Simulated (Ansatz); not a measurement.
# Zr2COS MXene bilayer (AA) in a perpendicular field, part 3 of 3

Aim: how the Zr2COS MXene bilayer (AA) screens a field along its normal, and what the field does to its bands. A positive field points along +c.

Ansatz 0.2.0; plane-wave DFT, LDA, Ansatz PAW.

So far. Step 7 (Atoms held, field -0.3 V/Å): The dipole is -0.123 e·Å, -0.223 e·Å from its value without field.

**8. Response, atoms held**

This step: plane-wave DFT, LDA, Ansatz PAW; response to a field along the normal, atoms held (Ansatz 0.2.0).

The dipoles give the slope, and the difference of two potentials shows where the field is screened.

This step gave:

```
equivalent conductor thickness p/(ε₀AE) : 13.81 Å
distance between the outer atoms        : 12.59 Å
```

Dipole of the cell against applied field:

```
applied field (V/Å)  dipole of the cell (e·Å)
             -0.300                    -0.123
             -0.100                    0.0263
              0.000                    0.1000
              0.100                     0.174
              0.500                     0.473
```

Local field over the applied field, running mean. From the potentials at -0.1 and 0.1 V/Å; running mean over 2.5 Å. The local field over applied field by z:

z (Å), local field over applied field and a bar:
```
        5      0.998 ##############################
        6      0.977 #############################
        7      0.837 #########################
        8      0.506 ###############
        9      0.163 ####
       10      0.030 
       11      0.022 
       12      0.022 
       13      0.023 
       14      0.062 #
       15      0.076 ##
       16      0.047 #
       17      0.019 
       18      0.017 
       19      0.025 
       20      0.049 #
       21      0.159 ####
       22      0.437 #############
       23      0.766 #######################
       24      0.959 #############################
       25      0.996 ##############################
       26      1.000 ##############################
```

Electrons, planar mean, per unit field. Induced electron density against z:

```
z (Å)  induced electron density (e/Å³ per V/Å)
    5                                   8.2e-6
    6                                   9.8e-5
    7                                   9.1e-4
    8                                  0.00361
    9                                  0.00100
   10                                  -5.2e-4
   11                                   9.5e-5
   12                                   4.1e-4
   13                                  -2.2e-4
   14                                  -6.2e-4
   15                                   7.8e-5
   16                                   3.5e-4
   17                                   2.7e-7
   18                                  -6.2e-5
   19                                  -3.0e-5
   20                                  -6.5e-4
   21                                  -2.3e-4
   22                                 -0.00268
   23                                 -0.00153
   24                                  -1.8e-4
   25                                  -1.5e-5
   26                                  -1.2e-6
```

By hand: between -0.1 and 0.1 V/Å the dipole changes by 0.1475 e·Å, a slope of 0.7374 e·Å²/V. A perfect conductor of thickness t has p = ε₀AEt, so t = 180.95 × 0.7374 / 9.663 = 13.81 Å (e/ε₀ = 180.95 V·Å, A in Å²).

The induced dipole is that of a conductor 13.81 Å thick.

**9. The same run with other settings: efield.amplitude = -0.05**

This step: plane-wave DFT, LDA, Ansatz PAW (Ansatz 0.2.0).

A run with a changed input: it repeats the earlier run at 0.1 V/Å with efield.amplitude from 0.1 to -0.05.

File input.yaml:

```yaml
crystal:
  lattice:
    - [3.340399165, 0.0, 0.0]
    - [-1.6701995825, 2.8928705357, 0.0]
    - [0.0, 0.0, 30.5859266937]
  atoms:
    - { symbol: S, position: [0.3333333333, 0.6666666667, 0.2942529775] }
    - { symbol: Zr, position: [0.6666666667, 0.3333333333, 0.3470546228] }
    - { symbol: C, position: [0.0, 0.0, 0.3885087703] }
    - { symbol: Zr, position: [0.3333333333, 0.6666666667, 0.435643473] }
    - { symbol: O, position: [0.6666666667, 0.3333333333, 0.4600142747] }
    - { symbol: S, position: [0.3333333333, 0.6666666667, 0.5372360951] }
    - { symbol: Zr, position: [0.6666666667, 0.3333333333, 0.5899394764] }
    - { symbol: C, position: [0.0, 0.0, 0.6321342716] }
    - { symbol: Zr, position: [0.3333333333, 0.6666666667, 0.6774885532] }
    - { symbol: O, position: [0.6666666667, 0.3333333333, 0.7057470225] }
kpoints:
  mp_grid: { grid: [18, 18, 1] }
  band_path:
    path: [[0, 0, 0], [0.5, 0, 0], [0.33333333, 0.33333333, 0], [0, 0, 0]]
    npoints: 16
hamiltonian:
  xc: lda
scf:
  occupations: { method: fermi_dirac, width: 0.02585 }
  convergence: { dr2_threshold: 1.0e-10 }
efield:
  axis: 3
  dipole_correction: true
  ramp_position: 0.97
  ramp_width: 0.06
  amplitude: -0.05
output:
  write_potential: true
  write_density: true
  volumetric_format: npy
```

The run is started by

```sh
$ ansatz run input.yaml --threads 4 --pin off --max-ram 6144MiB --backend cpu --events-out ev --progress --plain --runs-dir out
```

Numbers of over 12 decimals in the logs are rounded to 6 here.

Output:

```text
[...]
Crystal: 10 atoms, lattice volume = 295.562 Å³
Basis set: ecut = 420 eV, 5875 PW (Γ)
Bands: 50, of which v1, the nominal top of the filled ones, is band 40 counted from 1 (39 counted from 0)
Symmetry: 6 space group operations
[...]
k-points: 37 of 324 (time reversal used)
[...]
SCF iter   1: F=—  HF=-19667.289956 eV  |F-HF|=—  |Δ(HF+E_count)|=         —  Δρ=9.22e-2  dr2=3.82e1  ethr=3.10e-3  p=-0.039 e·Å  D=-2.41e-2 V/Å  ΔV_dip=0.74 eV  dr2_dipole=1.48e-2  V_vac-E_F(+/−)=8.58/9.25 eV  ⟨swp⟩=9.1  Hψ=8868  notcnv=0
[...]
SCF iter  20: F=-19657.742402 eV  HF=-19657.742402 eV  |F-HF|=3.27e-11  |Δ(HF+E_count)|=  1.71e-10  Δρ=1.15e-7  dr2=6.90e-11  ethr=1.00e-12  p=0.063 e·Å  D=3.87e-2 V/Å  ΔV_dip=-1.18 eV  dr2_dipole=3.09e-11  V_vac-E_F(+/−)=4.44/7.03 eV  ⟨swp⟩=16.1  Hψ=8280  notcnv=0
SCF 1 converged in 20 iterations: F = -19657.742402 eV  dr2 = 6.90e-11
[...]
SCF converged after 20 iterations
Free energy (F): -19657.742402 eV
[...]
Internal energy: -19657.739097 eV  (E = F + TS)
E sigma→0 (E₀):  -19657.740749 eV
Entropy (-TS):   -0.003305 eV (-0.331 meV/atom)
Fermi energy:    2.935694 eV
Dipole field:    D = 0.038683 V/Å  (p = 0.063184 e·Å, saw-weighted, corrected)
Work function:   not extracted (applied field tilts the vacuum); planar V_es + V_field profile in the machine report
[...]
--- Band table (eV; the first three rows and the last of 37) ---
  k-point 0: bands = [... 36 lower, 2.9437, 2.9437, 3.5869, 3.5869, 4.0308, 4.0308, 4.2679, 4.5849, ... 6 higher]
  k-point 1: bands = [... 36 lower, 2.5956, 2.7638, 3.2382, 3.3893, 3.9998, 4.2159, 4.4439, 4.5648, ... 6 higher]
  k-point 2: bands = [... 36 lower, 2.3038, 2.4376, 2.7178, 3.0424, 3.8047, 4.3803, 4.5478, 4.8246, ... 6 higher]
  k-point 36: bands = [... 36 lower, 0.6918, 0.7292, 1.0735, 1.3862, 4.6063, 4.8651, 5.0454, 5.6697, ... 6 higher]
```

Wall time 25 s (4 threads of Intel Xeon Platinum 8488C (Sapphire Rapids), shared host); peak memory 1 GiB; 98 s of CPU time.

This step gave:

| Property | Result |
| --- | --- |
| energy at zero smearing | -19657.7407 eV |
| dipole along the normal | 0.06318 e·Å |

The electronic bands at the labelled points (eV, zero at the Fermi level):

```
  point  band 37  band 38  band 39  band 40  band 41  band 42  band 43  band 44
      Γ     0.01     0.01     0.65     0.65     1.10     1.10     1.33     1.65
halfway    -1.38    -1.03    -0.66    -0.45     0.21     0.96     2.32     2.53
      M    -1.71    -0.99    -0.97    -0.42    -0.24     0.58     2.39     3.12
halfway    -2.01    -1.92    -1.66    -1.15     0.81     1.49     2.55     2.61
      K    -2.24    -2.21    -1.86    -1.55     1.67     1.93     2.11     2.73
halfway    -1.56    -1.49    -1.31    -0.66     0.99     1.42     1.65     2.08
      Γ     0.01     0.01     0.65     0.65     1.10     1.10     1.33     1.65
```

```
                     quantity  this run  earlier run  difference
dipole along the normal (e·Å)   0.06318       0.1738       -0.11
```

The applied field differs, and the slope found earlier predicts a dipole of 0.0632 e·Å; this run gives 0.0632 e·Å, in line with it.

**10. The same run with other settings: scf.n_extra_bands = 1**

Another changed input: it repeats the earlier run at 0.1 V/Å with scf.n_extra_bands to 1.

Edit input.yaml of step 9 so:

```diff
@@ -26,2 +26,3 @@
   convergence: { dr2_threshold: 1.0e-10 }
+  n_extra_bands: 1
 efield:
@@ -31,3 +32,3 @@
   ramp_width: 0.06
-  amplitude: -0.05
+  amplitude: 0.1
 output:
```

Output:

```text
[...]
Crystal: 10 atoms, lattice volume = 295.562 Å³
Basis set: ecut = 420 eV, 5875 PW (Γ)
Bands: 41, of which v1, the nominal top of the filled ones, is band 40 counted from 1 (39 counted from 0)
Symmetry: 6 space group operations
[...]
k-points: 37 of 324 (time reversal used)
[...]
SCF iter   1: F=—  HF=-19667.300534 eV  |F-HF|=—  |Δ(HF+E_count)|=         —  Δρ=9.22e-2  dr2=3.81e1  ethr=3.10e-3  p=0.079 e·Å  D=4.82e-2 V/Å  ΔV_dip=-1.47 eV  dr2_dipole=4.97e-3  V_vac-E_F(+/−)=9.56/8.23 eV  ⟨swp⟩=8.4  Hψ=8100  notcnv=0
[...]
SCF iter  19: F=-19657.760165 eV  HF=-19657.760165 eV  |F-HF|=5.09e-11  |Δ(HF+E_count)|=  1.27e-10  Δρ=8.20e-8  dr2=1.52e-11  ethr=1.00e-12  p=0.174 e·Å  D=1.06e-1 V/Å  ΔV_dip=-3.25 eV  dr2_dipole=1.59e-13  V_vac-E_F(+/−)=5.50/5.95 eV  ⟨swp⟩=4.5  Hψ=4390  notcnv=0
SCF 1 converged in 19 iterations: F = -19657.760165 eV  dr2 = 1.52e-11
[...]
SCF converged after 19 iterations
Free energy (F): -19657.760165 eV
[...]
Internal energy: -19657.756828 eV  (E = F + TS)
E sigma→0 (E₀):  -19657.758497 eV
Entropy (-TS):   -0.003337 eV (-0.334 meV/atom)
Fermi energy:    2.939238 eV
Dipole field:    D = 0.106408 V/Å  (p = 0.173805 e·Å, saw-weighted, corrected)
Work function:   not extracted (applied field tilts the vacuum); planar V_es + V_field profile in the machine report
[...]
--- Band table (eV; the first three rows and the last of 37) ---
  k-point 0: bands = [... 36 lower, 2.9447, 2.9447, 3.5433, 3.5433, 4.0385]
  k-point 1: bands = [... 36 lower, 2.5962, 2.7649, 3.1950, 3.3465, 4.0067]
  k-point 2: bands = [... 36 lower, 2.2613, 2.4383, 2.6712, 2.9996, 3.8112]
  k-point 36: bands = [... 36 lower, 0.6535, 0.7235, 1.0164, 1.3499, 4.6129]
```

Elapsed: 21 s, on 4 threads; peak memory 0.95 GiB.

Numbers from this step:

```yaml
energy_at_zero_smearing: -19657.7585 eV
dipole_along_the_normal: 0.1738 e·Å
```

The electronic bands at the labelled points (eV, zero at the Fermi level):

```
  point  band 37  band 38  band 39  band 40  band 41
      Γ     0.01     0.01     0.60     0.60     1.10
halfway    -1.39    -1.03    -0.71    -0.50     0.21
      M    -1.71    -1.04    -0.98    -0.47    -0.23
halfway    -2.05    -1.93    -1.70    -1.20     0.82
      K    -2.29    -2.22    -1.92    -1.59     1.67
halfway    -1.59    -1.52    -1.34    -0.71     0.99
      Γ     0.01     0.01     0.60     0.60     1.10
```

```
                     quantity  this run  earlier run  difference
dipole along the normal (e·Å)    0.1738       0.1738      3.7e-6
```

The dipole moves by under 0.5 % or 5e-5 e·Å.

Of the bands kept, 5 cross the Fermi level on this path.

**11. Outcome**

```json
{
 "gap without field": "none",
 "work function, upper face": "4.82 eV",
 "step between the vacuum levels": "-1.87 eV",
 "equivalent conductor thickness, atoms held": "13.8 Å"
}
```

**Reading.** The induced dipole equals that of a perfect conductor 13.81 Å thick, while the outer atoms lie 12.59 Å apart. The two faces differ: the vacuum level above lies 1.87 eV lower than the one below. There is no gap over 0.03 eV, with or without the field. The main runs have no spin polarisation; a magnetic state could lie lower and would change these results. Spin-orbit coupling is left out. The MXene's terminations sit over the metal atoms of its far layer; the site over carbon or nitrogen, which some compounds prefer, was not run. After relaxation neighbouring layers come as close as 2.4 Å along the normal, so they are bonded in part and no longer a van der Waals stack.

[Logs are printed without paths, hosts, clocks, repeated set-up lines and the standing remarks that a program may print on its own settings, such as how far it seeks lower states.]

[Hosts, paths, dates, database ids (printed as entryN), source tags and the programs' standing remarks are cut or masked in the printed files.]

[Maps of the electrostatic potential energy from Ansatz leave out the sawtooth potential of an applied field or a dipole correction, so their vacuum need not be flat; planar profiles and work functions include it.]
